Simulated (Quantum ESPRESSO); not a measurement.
# Cu (I4/mmm) in Quantum ESPRESSO: convergence with wavefunction cutoff

Aim: find how far wavefunction cutoff must go before the results for Cu settle, at PBE. This setting moves, with any that are tied to it; all else stays.

Program: Quantum ESPRESSO 7.5. These are calculated values, not measurements. Logs are shortened: lines on timing, memory, paths and dates and some standing lists are left out, and cuts for length are marked.

## Step 1: Starting point

The structure is tetragonal, space group I4/mmm (No. 139). The conventional cell has a = 2.886 Å, b = 2.886 Å, c = 2.752 Å, α = 90.00°, β = 90.00°, γ = 90.00°. Cu (site symmetry 4/mmm) is surrounded by 10 Cu at 2.46 to 2.75 Å.

This isn't the form of Cu at room conditions, which is fcc.

## Step 2: With wavefunction cutoff 37 Ry

Contents of pw.in:

```
&CONTROL
  calculation = 'scf'
  prefix = 'pwscf'
  outdir = './tmp'
  pseudo_dir = './pseudo'
  tprnfor = .true.
  tstress = .true.
  disk_io = 'nowf'
/
&SYSTEM
  ibrav = 0
  nat = 1
  ntyp = 1
  ecutwfc = 37
  nbnd = 16
  occupations = 'smearing'
  smearing = 'fd'
  degauss = 0.00999582
/
&ELECTRONS
  conv_thr = 2d-10
  electron_maxstep = 120
  mixing_beta = 0.5
/
ATOMIC_SPECIES
Cu    63.5460 Cu.upf
CELL_PARAMETERS angstrom
  -1.4427933200    1.4427933200    1.3760814500
   1.4427933200   -1.4427933200    1.3760814500
   1.4427933200    1.4427933200   -1.3760814500
ATOMIC_POSITIONS crystal
Cu     0.0000000000    0.0000000000    0.0000000000
K_POINTS automatic
13 13 13 0 0 0
```

Potentials or basis: Ansatz NC SR PBE.

Run with:

```console
$ OMP_NUM_THREADS=1 pw.x -in pw.in > pw.out
```

Wall time 16 s (1 thread of Arm Neoverse V1, shared host); peak memory 0.05 GiB.

What came out:

| Quantity | Value |
| --- | --- |
| Free energy | -5075.2782 eV |
| Pressure | -3414.9 GPa |
| Band gap on the k mesh | none (metal or under the smearing width) |

## Step 3: With wavefunction cutoff 46 Ry

pw.in, as its differences from that of step 2:

```diff
@@ -13,3 +13,3 @@
   ntyp = 1
-  ecutwfc = 37
+  ecutwfc = 46
   nbnd = 16
```

Potentials or basis: Ansatz NC SR PBE.

Run with:

```console
$ OMP_NUM_THREADS=1 pw.x -in pw.in > pw.out
```

Run time: 26 s. Hardware: 1 thread of Arm Neoverse V1, shared host; peak memory 0.05 GiB.

Results:

| Item | Value |
| --- | --- |
| Free energy | -5134.6212 eV |
| Pressure | -1684.9 GPa |
| Band gap on the k mesh | none (metal or under the smearing width) |

## Step 4: With wavefunction cutoff 55 Ry

pw.in, as its differences from that of step 3:

```diff
@@ -13,3 +13,3 @@
   ntyp = 1
-  ecutwfc = 46
+  ecutwfc = 55
   nbnd = 16
```

Run with:

```console
$ OMP_NUM_THREADS=1 pw.x -in pw.in > pw.out
```

Wall time 27 s (1 thread of Arm Neoverse V1, shared host); peak memory 0.05 GiB.

What came out:

- Free energy: -5156.0035 eV
- Pressure: -637.3 GPa
- Band gap on the k mesh: none (metal or under the smearing width)

## Step 5: With wavefunction cutoff 64 Ry

pw.in, as its differences from that of step 4:

```diff
@@ -13,3 +13,3 @@
   ntyp = 1
-  ecutwfc = 55
+  ecutwfc = 64
   nbnd = 16
```

Run with:

```console
$ OMP_NUM_THREADS=1 pw.x -in pw.in > pw.out
```

Wall time 26 s (1 thread of Arm Neoverse V1, shared host); peak memory 0.06 GiB.

What came out:

```yaml
Free_energy: -5162.1697 eV
Pressure: -167.6 GPa
Band_gap_on_the_k_mesh: none (metal or under the smearing width)
```

## Step 6: With wavefunction cutoff 74 Ry

pw.in, as its differences from that of step 5:

```diff
@@ -13,3 +13,3 @@
   ntyp = 1
-  ecutwfc = 64
+  ecutwfc = 74
   nbnd = 16
```

Potentials or basis: Ansatz NC SR PBE.

Run with:

```console
$ OMP_NUM_THREADS=1 pw.x -in pw.in > pw.out
```

Run time: 29 s. Hardware: 1 thread of Arm Neoverse V1, shared host; peak memory 0.07 GiB.

The run converged. Its results:

| Item | Value |
| --- | --- |
| Free energy | -5163.4643 eV |
| Pressure | -19.1 GPa |
| Band gap on the k mesh | none (metal or under the smearing width) |

## Step 7: With wavefunction cutoff 83 Ry

pw.in, as its differences from that of step 6:

```diff
@@ -13,3 +13,3 @@
   ntyp = 1
-  ecutwfc = 74
+  ecutwfc = 83
   nbnd = 16
```

Run with:

```console
$ OMP_NUM_THREADS=1 pw.x -in pw.in > pw.out
```

It took 48 s on 1 thread of Arm Neoverse V1, shared host; peak memory 0.08 GiB.

The run converged. Its results:

| Item | Value |
| --- | --- |
| Free energy | -5163.6014 eV |
| Pressure | 4.9 GPa |
| Band gap on the k mesh | none (metal or under the smearing width) |

## Step 8: With wavefunction cutoff 92 Ry

pw.in, as its differences from that of step 7:

```diff
@@ -13,3 +13,3 @@
   ntyp = 1
-  ecutwfc = 83
+  ecutwfc = 92
   nbnd = 16
```

Run with:

```console
$ OMP_NUM_THREADS=1 pw.x -in pw.in > pw.out
```

It took 50 s on 1 thread of Arm Neoverse V1, shared host; peak memory 0.09 GiB.

The run converged. Its results:

| Property | Result |
| --- | --- |
| Free energy | -5163.6100 eV |
| Pressure | 7.4 GPa |
| Band gap on the k mesh | none (metal or under the smearing width) |

## Step 9: With wavefunction cutoff 110 Ry

pw.in, as its differences from that of step 8:

```diff
@@ -13,3 +13,3 @@
   ntyp = 1
-  ecutwfc = 92
+  ecutwfc = 110
   nbnd = 16
```

Potentials or basis: Ansatz NC SR PBE.

Run with:

```console
$ OMP_NUM_THREADS=1 pw.x -in pw.in > pw.out
```

Run time: 47 s. Hardware: 1 thread of Arm Neoverse V1, shared host; peak memory 0.11 GiB.

The run converged. Its results:

```yaml
Free_energy: -5163.6106 eV
Pressure: 7.4 GPa
Band_gap_on_the_k_mesh: none (metal or under the smearing width)
```

## Step 10: With wavefunction cutoff 138 Ry

pw.in, as its differences from that of step 9:

```diff
@@ -13,3 +13,3 @@
   ntyp = 1
-  ecutwfc = 110
+  ecutwfc = 138
   nbnd = 16
```

Potentials or basis: Ansatz NC SR PBE.

Run with:

```console
$ OMP_NUM_THREADS=1 pw.x -in pw.in > pw.out
```

pw.out:

```text
[... set-up lines left out ...]
     Self-consistent Calculation

     iteration #  1     ecut=   138.00 Ry     beta= 0.50
     Davidson diagonalization with overlap
     ethr =  1.00E-02,  avg # of iterations =  4.4

     total energy              =    -379.42398342 Ry
     estimated scf accuracy    <       0.24861612 Ry

     iteration #  2     ecut=   138.00 Ry     beta= 0.50
     Davidson diagonalization with overlap
     ethr =  1.31E-03,  avg # of iterations =  2.0

     total energy              =    -379.49837040 Ry
     estimated scf accuracy    <       0.11916380 Ry

     iteration #  3     ecut=   138.00 Ry     beta= 0.50
     Davidson diagonalization with overlap
     ethr =  6.27E-04,  avg # of iterations =  1.1

     total energy              =    -379.51781189 Ry
     estimated scf accuracy    <       0.00109647 Ry

     iteration #  4     ecut=   138.00 Ry     beta= 0.50
     Davidson diagonalization with overlap
     ethr =  5.77E-06,  avg # of iterations =  2.4

     total energy              =    -379.51838388 Ry
     estimated scf accuracy    <       0.00053399 Ry

     iteration #  5     ecut=   138.00 Ry     beta= 0.50
     Davidson diagonalization with overlap
     ethr =  2.81E-06,  avg # of iterations =  1.1

     total energy              =    -379.51838104 Ry
     estimated scf accuracy    <       0.00008722 Ry

     iteration #  6     ecut=   138.00 Ry     beta= 0.50
     Davidson diagonalization with overlap
     ethr =  4.59E-07,  avg # of iterations =  2.0

     total energy              =    -379.51839475 Ry
     estimated scf accuracy    <       0.00000271 Ry

     iteration #  7     ecut=   138.00 Ry     beta= 0.50
     Davidson diagonalization with overlap
     ethr =  1.43E-08,  avg # of iterations =  1.2

     total energy              =    -379.51839513 Ry
     estimated scf accuracy    <       0.00000005 Ry

     iteration #  8     ecut=   138.00 Ry     beta= 0.50
     Davidson diagonalization with overlap
     ethr =  2.55E-10,  avg # of iterations =  2.0

     total energy              =    -379.51839512 Ry
     estimated scf accuracy    <       0.00000002 Ry

     iteration #  9     ecut=   138.00 Ry     beta= 0.50
     Davidson diagonalization with overlap
     ethr =  1.27E-10,  avg # of iterations =  1.9

     total energy              =    -379.51839513 Ry
     estimated scf accuracy    <          6.2E-10 Ry

     iteration # 10     ecut=   138.00 Ry     beta= 0.50
     Davidson diagonalization with overlap
     ethr =  3.25E-12,  avg # of iterations =  2.0

     End of self-consistent calculation

     Number of k-points >= 100: set verbosity='high' to print the bands.

     the Fermi energy is    17.9983 ev

!    total energy              =    -379.51839513 Ry
     estimated scf accuracy    <          7.4E-11 Ry
     smearing contrib. (-TS)   =      -0.00126799 Ry
     internal energy E=F+TS    =    -379.51712713 Ry

     The total energy is F=E-TS. E is the sum of the following terms:
     one-electron contribution =    -199.67363487 Ry
     hartree contribution      =     111.60578772 Ry
     xc contribution           =     -46.70359737 Ry
     ewald contribution        =    -244.74568261 Ry

     convergence has been achieved in  10 iterations

     Forces acting on atoms (cartesian axes, Ry/au):

     atom    1 type  1   force =     0.00000000    0.00000000    0.00000000

     Total force =     0.000000     Total SCF correction =     0.000000

     Computing stress (Cartesian axis) and pressure

          total   stress  (Ry/bohr**3)                   (kbar)     P=       74.24
   0.00050217  -0.00000000  -0.00000000           73.87       -0.00       -0.00
  -0.00000000   0.00050217  -0.00000000           -0.00       73.87       -0.00
  -0.00000000  -0.00000000   0.00050968           -0.00       -0.00       74.98

=------------------------------------------------------------------------------=
   JOB DONE.
=------------------------------------------------------------------------------=
```

It took 95 s on 1 thread of Arm Neoverse V1, shared host; peak memory 0.15 GiB.

Results:

- Free energy: -5163.6108 eV
- Pressure: 7.4 GPa
- Band gap on the k mesh: none (metal or under the smearing width)

## Step 11: Summary

| wavefunction cutoff | energy less the tightest run, at zero smearing (meV/atom) | pressure (GPa) | SCF cycles | CPU time (s) | peak memory (GiB) |
| --- | --- | --- | --- | --- | --- |
| 37 Ry | 88334.45 | -3414.92 | 11 | 15 | 0.05 |
| 46 Ry | 28988.52 | -1684.95 | 11 | 26 | 0.05 |
| 55 Ry | 7607.30 | -637.30 | 10 | 27 | 0.05 |
| 64 Ry | 1440.99 | -167.63 | 9 | 26 | 0.06 |
| 74 Ry | 146.49 | -19.13 | 10 | 29 | 0.07 |
| 83 Ry | 9.39 | 4.88 | 10 | 48 | 0.08 |
| 92 Ry | 0.77 | 7.39 | 10 | 50 | 0.09 |
| 110 Ry | 0.27 | 7.41 | 10 | 47 | 0.11 |
| 138 Ry | 0.00 | 7.42 | 10 | 95 | 0.15 |

Against the tightest run, the energy stays within 1 meV/atom from 92 Ry on; the pressure stays within 0.1 GPa from 92 Ry on. The tightest run that finished is the yardstick and may itself not be fully converged.
